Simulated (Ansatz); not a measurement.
# Te2Pt: a line through an energy map

An exercise on one series of results from a longer session: the logs are not shown, and one member is left open.

The COD entry's cell or inner coordinates are ideal or old and differ from later refinements, so a difference from it is no clean test against experiment.

Program: Ansatz 0.2.0. Level of theory: DFT PBEsol, scalar-relativistic, plane waves, PAW. These are calculated values, not measurements.

16 further runs of the same task are left out: 16 set aside as unsound or not needed.

### The structure to begin with

The structure is trigonal, space group P-3m1 (No. 164). The conventional cell has a = 4.045 Å, b = 4.045 Å, c = 5.137 Å, α = 90.00°, β = 90.00°, γ = 120.00°. Around Te (site symmetry 3m) lie 3 Pt at 2.70 Å. Around Pt (site symmetry -3m) lie 6 Te at 2.70 Å.

Coordinates:

```
Te Pt
1.0
     4.04457    0.00000    0.00000
    -2.02228    3.50270    0.00000
     0.00000    0.00000    5.13743
Te Pt
2 1
Cartesian
  0.0000 2.3351 1.3461
  2.0223 1.1676 3.7913
  0.0000 0.0000 0.0000
```

This cell was relaxed beforehand with the same method: volume 24.26 Å³/atom, gap on the mesh none (metal).

### Plan of the line

Atoms count from 1 in the order of the input.

The energy is mapped over a free internal coordinate and the cell.

First coordinate, shift of Te1 along [0 0 1], its symmetry partners moved as symmetry demands (measured in the relaxed cell): 7 values from −0.323 Å. Second coordinate, volume per atom at fixed shape: 7 values from 22.32 to 26.20 Å³.

Nothing else is relaxed (all other coordinates fixed). Energies count from the relaxed crystal. Points are written as (first, second).

The first run:

Contents of input.yaml:

```yaml
crystal:
  lattice:
    - [3.9337230641, 0.0, 0.0]
    - [-1.966861532, 3.406704105, 0.0]
    - [0.0, 0.0, 4.9966306657]
  atoms:
    - { symbol: Te, position: [0.3333333333, 0.6666666667, 0.3039352831] }
    - { symbol: Te, position: [0.6666666667, 0.3333333333, 0.6960647169] }
    - { symbol: Pt, position: [0.0, 0.0, 0.0] }
basis:
  ecutwfc: 420
kpoints:
  mp_grid: { grid: [12, 12, 8] }
hamiltonian:
  xc: pbesol
scf:
  occupations: { method: gaussian, width: 0.15 }
output:
  forces: true
  stress: true
  eigenvalues: true
```

Launch:

```bash
> ansatz run input.yaml --threads 1 --pin off --max-ram 2048MiB --backend cpu --events-out ev --progress --plain --runs-dir out
```

Steps of the session up to this table: Grid point (0.215 Å, 22.32 Å³); Grid point (0.215 Å, 22.97 Å³); Point (0.215 Å, 23.61 Å³); Point (0.215 Å, 24.26 Å³); Point (0.215 Å, 24.91 Å³); Point (0.215 Å, 26.20 Å³).

One table of the session follows, with a row left open; its other results are not shown here.

```
volume per atom at fixed shape (Å³)  energy (meV/atom)  slope (meV/atom per Å³)  pressure (GPa)  largest force on an atom (eV/Å)
                              22.32                138                      −24             3.8                            1.991
                              22.97                130                       −2             0.4                            2.022
                              23.61                135                       16            −2.6                            2.042
                              24.26                150                       31            −5.0                            2.051
                              24.91                175                       44            −7.1                            2.052
                              25.55                  ?                        ?               ?                                ?
                              26.20                246                       64           −10.3                            2.034
```

Estimate the missing values for volume per atom at fixed shape (Å³) = 25.55.

Worked estimate for «energy (meV/atom)». A straight line through the neighbours (24.91, 175) and (26.20, 246) gives 175 + (246 − 175) × (25.55 − 24.91) / (26.20 − 24.91) = 210; a parabola fitted to 3 rows on both sides gives 207.

The run gave: energy (meV/atom): 207; slope (meV/atom per Å³): 55; pressure (GPa): −8.9; largest force on an atom (eV/Å): 2.046. In «energy (meV/atom)» the line misses by +3 and the parabola by +0.

Energies count from the relaxed crystal. Rows without a step come from runs not printed here or follow by symmetry. Slopes come from the forces (and the stress, where the cell changes), not from differences of energies.

In words: The lowest point of the line is at 22.97 Å³, 130 meV/atom from the zero. Energies and slopes round the minimum, fitted together, put the minimum at 23.041 Å³, with a curvature of about 30 meV/atom per (Å³)². V·d²E/dV² there is about 110 GPa, a bulk modulus under this line's constraint. The highest point computed, at 26.20 Å³, lies 116 meV/atom above the lowest. This is one cut through a surface in two coordinates; the map's lowest point lies off it. Spin-orbit coupling is left out for Pt, Te.
